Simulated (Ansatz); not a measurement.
The system is TiO2.

```xyz
6
Lattice="4.5998 0.0000 0.0000 0.0000 4.5998 0.0000 0.0000 0.0000 2.9592" Properties=species:S:1:pos:R:3 pbc="T T T"
Ti    0.0000    0.0000    1.4796
Ti    2.2999    2.2999    0.0000
O     1.3998    1.3998    1.4796
O     0.9001    3.6997    0.0000
O     3.6997    0.9001    0.0000
O     3.2000    3.2000    1.4796
```

The cell is a database's computed one.

Below is the output of Ansatz 0.2.0 for this cell. Logs are shortened: lines on timing, memory, paths and dates and some standing lists are left out, and cuts for length are marked.

```text
Warning: RAYON_NUM_THREADS=2 ignored (pool sized by the plan → 2); use --threads N
Engine: ansatz 0.2.0, x86_64-unknown-linux-gnu
Pseudopotentials: kind: paw
Pseudopotential: Ti, paw, valence charge 12, recommended cutoff 420 eV (normal), Ti.paw.azcp
Pseudopotential: O, paw, valence charge 6, recommended cutoff 420 eV (normal), O.paw.azcp
Functional definition: PBE
  parameter kappa = 0.804
  parameter beta = 0.06672455060314922
  exchange = pbe_x(kappa = kappa, mu = beta*pi^2/3)
  correlation = pbe_c(beta = beta)
Crystal: 6 atoms, lattice volume = 62.613 Å³
Basis set: ecut = 600 eV, 2063 PW (Γ), exchange–correlation on 80×80×48 points (8 copies of the dense FFT grid, shifted against one another)
Bands: 30, of which v1, the nominal top of the filled ones, is band 24 counted from 1 (23 counted from 0)
Symmetry: 16 space group operations
Space group: P42/mnm (ITA 136), of the structure as read, at distance tolerance 4.0e-5 Å
k-points: 50 of 324
Non-local potential: Ti, projectors of the file, l = 0: 3, l = 1: 2, l = 2: 3, l = 3: 1
Non-local potential: O, projectors of the file, l = 0: 2, l = 1: 2, l = 2: 1
PAW form: soft (Blöchl's): semilocal exchange-correlation on the pseudo side does not see the compensation charge
PAW one-centre angular grid: Ti, 590 points (default); XC on 64 Gauss nodes
PAW one-centre angular grid: O, 110 points (default); XC on 64 Gauss nodes
Initial density: superposition of atomic densities (neutral atoms: chi_scale 0, normalization atom), corrected by the library's trained network
Initial wavefunctions: pseudopotential atomic-orbital guess
Functional: x = pbe(κ = 0.804, μ = 0.2195149727645171), c = pbe(β = 0.06672455060314922)
SCF iter   1: F=—  HF=-7277.312080 eV  |F-HF|=—  |Δ(HF+E_count)|=         —  Δρ=2.28e-3  dr2=1.65e-3  ethr=1.77e-3  ⟨swp⟩=5.0  Hψ=6007  notcnv=0
preconditioner: auto → Resta (q_TF=auto, 2.610 Å⁻¹)  ε∞=9.0  [insulator: Δε(μ)=1.845 eV  Ē_g=9.401 eV  σ=0.050 eV  W_gap=1.00  n_scr=18 (ndim 8)  ℏωp=26.5 eV  f_vac=0.019  D(μ)=0.00/eV (n_scr^D=0)  ε∞_Penn≈9.0]
SCF iter   2: F=—  HF=-7277.312711 eV  |F-HF|=—  |Δ(HF+E_count)|=   6.32e-4  Δρ=1.33e-3  dr2=4.33e-4  ethr=3.43e-6  ⟨swp⟩=2.4  Hψ=2755  notcnv=0
SCF iter   3: F=—  HF=-7277.312980 eV  |F-HF|=—  |Δ(HF+E_count)|=   2.69e-4  Δρ=6.65e-4  dr2=1.75e-4  ethr=9.02e-7  ⟨swp⟩=2.5  Hψ=2530  notcnv=0
SCF iter   4: F=—  HF=-7277.313086 eV  |F-HF|=—  |Δ(HF+E_count)|=   1.06e-4  Δρ=1.07e-4  dr2=6.01e-6  ethr=3.65e-7  ⟨swp⟩=2.1  Hψ=2097  notcnv=0
SCF iter   5: F=—  HF=-7277.313177 eV  |F-HF|=—  |Δ(HF+E_count)|=   9.03e-5  Δρ=3.18e-5  dr2=5.63e-7  ethr=1.25e-8  ⟨swp⟩=2.1  Hψ=2276  notcnv=0
SCF iter   6: F=-7277.313177 eV  HF=-7277.313177 eV  |F-HF|=6.16e-8  |Δ(HF+E_count)|=   1.64e-7  Δρ=1.09e-5  dr2=7.78e-8  ethr=2.08e-10  ⟨swp⟩=6.7  Hψ=6015  notcnv=0
SCF 1 converged in 6 iterations: F = -7277.313177 eV  dr2 = 7.78e-8
  greatest PAW one-centre occupation: 0.999 electrons in one spin orbital (limit 2), on the Ti atom at site 1 (counted from 0), in its partial waves of l = 0
SCF converged after 6 iterations
Free energy (F): -7277.313177 eV
Harris-Foulkes:  -7277.313177 eV  (|F-HF|=6.16e-8)
Internal energy: -7277.313177 eV  (E = F + TS)
E sigma→0 (E₀):  -7277.313177 eV
Fermi energy:    10.007229 eV
--- Per-component energies (eV) ---
  E_band       = -392.962956
  E_kinetic    = 1246.312157
  E_local      = -3088.946556  (includes V_loc(G=0)·N_el)
  E_nonlocal   = 196.859815
  E_hartree    = 1176.221884
  E_xc         = -492.647490
  E_vxc        = -623.938240  (∫ρ·V_xc dr)
  E_paw        = -2722.020328  (= ΣΔE_a)
  E_vpaw       = -475.689264  (= ΣTr[D̂ρ^β])
  E_aug_tail   = 0.002555  (compensation charges beyond the density's cutoff)
  E_ewald      = -3593.095214
  E_smearing   = -0.000000  (= −TS)
  E_closure    = 0.000000  (closes the sum)
  Σ components = -7277.313177   (vs F -7277.313177, Δ=0.00e0)
--- Forces (eV/Å), atoms counted from 1 ---
  atom   1  Ti     0.00000000    -0.00000000     0.00000000
  atom   2  Ti     0.00000000     0.00000000     0.00000000
  atom   3  O      0.00285555     0.00285555     0.00000000
  atom   4  O     -0.00285555     0.00285555     0.00000000
  atom   5  O      0.00285555    -0.00285555     0.00000000
  atom   6  O     -0.00285555    -0.00285555     0.00000000
  max |Σ_I F_I| component: 6.07e-18 eV/Å
--- Stress (GPa, compression-positive) ---
        4.512854       0.000000       0.000000
        0.000000       4.512854       0.000000
        0.000000       0.000000       3.689958
  P = ⅓ Tr σ = 4.2386 GPa (42.386 kbar)
--- Band table (eV; the first three rows and the last of 50) ---
  k-point 0: bands = ["-47.7790", "-47.7621", "-24.0956", "-24.0956", "-23.9318", "-23.9318", "-23.8918", "-23.8575", "-9.0985", "-7.9317", "-7.2014", "-7.2014", "3.3444", "3.7617", "4.1943", "5.2925", "5.2925", "6.5502", "6.5502", "7.1206", "8.3959", "8.6476", "8.6476", "9.1001", "10.9649", "11.2522", "11.4970", "11.5950", "11.5950", "13.4790"]
  k-point 1: bands = ["-47.7737", "-47.7579", "-24.0819", "-24.0819", "-23.9446", "-23.9294", "-23.9294", "-23.9131", "-8.9704", "-7.8593", "-7.2616", "-7.2616", "3.5230", "3.8960", "4.3359", "5.1496", "5.1496", "6.7513", "6.8053", "6.8053", "7.8889", "8.4007", "8.4007", "9.0391", "11.2667", "11.3698", "11.4181", "11.7532", "11.7532", "13.5633"]
  k-point 2: bands = ["-47.7604", "-47.7474", "-24.0758", "-24.0516", "-24.0460", "-24.0460", "-23.9244", "-23.9244", "-8.6284", "-7.6900", "-7.4134", "-7.4134", "3.9965", "4.2381", "4.7518", "5.0092", "5.0092", "5.9744", "6.8992", "7.2331", "7.2331", "7.7940", "7.7940", "8.7560", "11.3233", "11.5828", "11.7962", "12.1202", "12.1202", "13.2772"]
  k-point 49: bands = ["-47.7313", "-47.7313", "-24.3082", "-24.3082", "-23.9663", "-23.9663", "-23.9302", "-23.9302", "-7.7890", "-7.7890", "-7.5552", "-7.5552", "4.3824", "4.3824", "4.5494", "4.5494", "5.5814", "5.5814", "6.4213", "6.4213", "7.7785", "7.7785", "8.3937", "8.3937", "11.7429", "11.7429", "12.2808", "12.2808", "12.2825", "12.2825"]
```

Q: What input gives this log?

A: Single point with PBE, no spin polarisation. The files as run (others can give the same):

input.yaml
```yaml
crystal:
  lattice:
    - [4.5998373239, 0.0, 0.0]
    - [0.0, 4.5998373239, 0.0]
    - [0.0, 0.0, 2.95921356]
  atoms:
    - { symbol: Ti, position: [0.0, 0.0, 0.5] }
    - { symbol: Ti, position: [0.5, 0.5, 0.0] }
    - { symbol: O, position: [0.30432132, 0.30432132, 0.5] }
    - { symbol: O, position: [0.19567868, 0.80432132, 0.0] }
    - { symbol: O, position: [0.80432132, 0.19567868, 0.0] }
    - { symbol: O, position: [0.69567868, 0.69567868, 0.5] }
hamiltonian:
  xc: pbe
  pseudopotentials: { kind: paw }
kpoints:
  mp_grid: { grid: [6, 6, 9] }
scf:
  occupations: { method: fermi_dirac, width: 0.05 }
basis:
  ecutwfc: "600 eV"
output:
  forces: true
  stress: true
  eigenvalues: true
```

Potentials or basis: Ansatz PAW.
Command:
```sh
$ ansatz run input.yaml --threads 2 --pin off --max-ram 5120MiB --backend cpu --events-out ev --progress --plain --runs-dir out
```

Caveat: odd divisions of the mesh miss points on the zone boundary, where band edges often lie, so the gap on the mesh can be too wide.
